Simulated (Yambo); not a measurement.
Crystal: SiC (Moissanite 3C).

```xyz
2
Lattice="0.0000 2.1790 2.1790 2.1790 0.0000 2.1790 2.1790 2.1790 0.0000" Properties=species:S:1:pos:R:3 pbc="T T T"
Si    0.0000    0.0000    0.0000
C     3.2685    3.2685    3.2685
```

Base run:

* Program: Yambo 5.3.0
* Functional: PBEsol
* Potentials or basis: PseudoDojo 0.4.1 SR PBEsol standard
* Cutoff: 1116 eV
* Density cutoff: 4463 eV
* k mesh: 6 × 6 × 6
* Occupations: fixed
* Spin: no spin polarisation

Its results: band gap on the k mesh, mean-field level 1.24 eV, indirect (least direct gap 4.46 eV).

**Question.** The run is repeated on the same cell with these changes: functional from PBEsol to PBE; potentials or basis from PseudoDojo 0.4.1 SR PBEsol standard to PseudoDojo 0.4.1 SR PBE standard. What comes out?

**Answer.** Band gap on the k mesh, mean-field level 1.36 eV, indirect (least direct gap 4.55 eV).

A k mesh can miss the band edges.
